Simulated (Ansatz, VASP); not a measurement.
**Two plane-wave programs on AlH2**

```
Al H
1.0
     2.73151    0.00000    0.00000
    -1.36575    2.36555    0.00000
     0.00000    0.00000    5.19416
Al H
1 2
Direct
  0.66667 0.33333 0.00000
  0.33333 0.66667 0.20726
  0.33333 0.66667 0.79274
```

Alike in both runs: task relaxation of cell and atoms; functional PBE; k mesh 18 × 18 × 10; occupations gaussian, width 0.1 eV; no spin polarisation.

```csv
,VASP,Ansatz
version,VASP 6.6.1,Ansatz 0.2.0
potentials or method,"VASP PAW PBE potentials, release 64 (Al, H)","scalar-relativistic, plane waves, PAW"
plane-wave cutoff (eV),600,420
valence electrons in the cell,5,5
```

```csv
,VASP,Ansatz,Ansatz less VASP
"gap on the k mesh at the Fermi level, each at its own relaxed structure (eV)",none,none,-
relaxed volume (Å³/atom),11.19,11.19,0.000
relaxed cell length with the largest relative difference (Å),2.732,2.732,0.0000
```

A gap of «none» marks a metal or a gap that the smearing closes.

Caveats: the relaxation stopped at its first step, so nothing moved.
